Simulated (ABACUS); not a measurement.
Crystal: NaCl.

```
Cl Na
1.0
     0.00000    2.79406    2.79406
     2.79406    0.00000    2.79406
     2.79406    2.79406    0.00000
Cl Na
1 1
Direct
  0.50000 0.50000 0.50000
  0.00000 0.00000 0.00000
```

The cell is a database's computed one.

Base run:

```yaml
Program: ABACUS 3.10.1
Functional: RPBE
Potentials_or_basis: SSSP 1.3 efficiency PBE
Cutoff: 748 eV
Density_cutoff: 5987 eV
Basis: plane waves
k_mesh: 6 × 6 × 6
Occupations: fermi-dirac, width 0.05 eV
Spin: no spin polarisation
```

Its results: band gap on the k mesh 5.55 eV, direct; pressure 3.6 GPa.

Task: The run is repeated on the same cell with these changes: functional from RPBE to HLE16; potentials or basis from SSSP 1.3 efficiency PBE to SG15 ONCV 1.2 PBE; cutoff from 748 eV to 1211 eV; density cutoff from 5987 eV to 4844 eV. What comes out?

Result: Band gap on the k mesh 7.71 eV, direct; pressure 3.1 GPa.

Caveats: the potentials were made for another functional, which shifts forces and pressure; the potentials were made for a functional far from this one (some runs).

